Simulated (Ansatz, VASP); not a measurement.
**GaN in VASP and in Ansatz**

```
Ga N
1.0
     3.21837    0.00000    0.00000
    -1.60919    2.78719    0.00000
     0.00000    0.00000    5.24317
Ga N
2 2
Cartesian
  1.6092 0.9291 2.6170
  0.0000 1.8581 5.2386
  1.6092 0.9291 4.5923
  0.0000 1.8581 1.9707
```

Alike in both runs: functional PBE; k mesh 12 × 12 × 6; occupations gaussian, width 0.02 eV; no spin polarisation.

Ansatz relaxed the structure, and its values are those at the end. VASP's run is a single point on that final structure, the one shown.

|  | VASP | Ansatz |
| --- | --- | --- |
| version | VASP 6.6.1 | Ansatz 0.2.0 |
| potentials or method | VASP PAW PBE potentials, release 64 (Ga_d, N) | scalar-relativistic, plane waves, PAW |
| plane-wave cutoff (eV) | 520 | 420 |
| valence electrons in the cell | 36 | 36 |

Ansatz gave:

| Item | Value |
| --- | --- |
| gap on the k mesh at the Fermi level (eV) | 1.71 |
| least direct gap on the mesh (eV) | 1.71 |
| pressure (GPa) | 0.0 |

What did VASP give for the same quantities?

gap on the k mesh at the Fermi level (eV): 1.72; least direct gap on the mesh (eV): 1.72; pressure (GPa): 0.1.

A hybrid or GW would open this gap; PBE tends to underestimate it.
